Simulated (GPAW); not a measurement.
The system is Te.

```
Te
1.0
     2.30590    1.33131    1.69095
    -2.30590    1.33131    1.69095
     0.00000   -2.66263    1.69095
Te
1
Cartesian
  0.0000 0.0000 2.5364
```

This isn't the form of Te at room conditions, which is trigonal, of chains.

- Program: GPAW 26.7.0
- Task: single point
- Functional: PBE
- Potentials or basis: GPAW PAW data sets (gpaw-data 1.2.1)
- Cutoff: 600 eV
- Basis: pw
- k mesh: 9 × 9 × 9
- Occupations: fermi-dirac, width 0.05 eV
- Spin: no spin polarisation

On this cell: pressure 2.2 GPa; band gap on the k mesh none (metal or under the smearing width).

The same run follows on a disturbed copy (cell strained at random at fixed volume):

```
Te
1.0
     2.28571    1.30841    1.72314
    -2.26423    1.29574    1.70383
    -0.00024   -2.65977    1.75728
Te
1
Direct
  0.50143 0.49386 0.50316
```

Problem. What does the disturbed cell give?

Solution. The energy (extrapolated to zero smearing) moves by -0.0 meV/atom; pressure 2.5 GPa; band gap on the k mesh none (metal or under the smearing width).

Stress tensor (GPa, compression positive):
```
 2.57 -0.15 -0.18
-0.15  2.34  0.29
-0.18  0.29  2.45
```
